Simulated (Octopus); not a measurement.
**CdS (Hawleyite) under changes of volume**

One of the cells (24.808 Å³/atom); the others are scaled copies at fixed shape and fractional positions:

```xyz
2
Lattice="0.0000 2.9165 2.9165 2.9165 0.0000 2.9165 2.9165 2.9165 0.0000" Properties=species:S:1:pos:R:3 pbc="T T T"
Cd    0.0000    0.0000    0.0000
S     4.3748    4.3748    4.3748
```

| Quantity | Value |
| --- | --- |
| Program | Octopus 16.4 |
| Functional | PBE |
| Potentials or basis | pseudodojo_pbe (PseudoDojo 0.5, PBE) |
| Grid spacing | 0.118 Å |
| k mesh | 8 × 8 × 8 |
| Occupations | fermi-dirac, width 0.05 eV |
| Spin | no spin polarisation |

```csv
volume (Å³/atom),energy over the lowest point (meV/atom),gap on the mesh (eV)
23.319,54.12,1.27
23.815,31.88,1.23
24.312,?,?
24.808,5.90,1.15
25.304,0.90,1.10
25.800,0.00,1.06
26.296,2.31,1.02
```

Question: What does the run at 24.312 Å³/atom give?

Answer: Energy over the lowest point 16.09 meV/atom; gap on the mesh 1.19 eV.

Worked out: A Birch-Murnaghan fit of order 3 (a polynomial in V^(-2/3)) to the other rows has its minimum at 25.68 Å³/atom with B0 = V·E''(V) = 61 GPa (rough, since the energies scatter). It gives 16.03 meV/atom at 24.312 Å³/atom, against the run's 16.09. A straight line through the other rows of the gap, of slope -2.1 eV per unit of ln V (its deformation potential), gives 1.19 eV, against the run's 1.19.

Energies are extrapolated to zero smearing.

Spin-orbit coupling on Cd is left out.
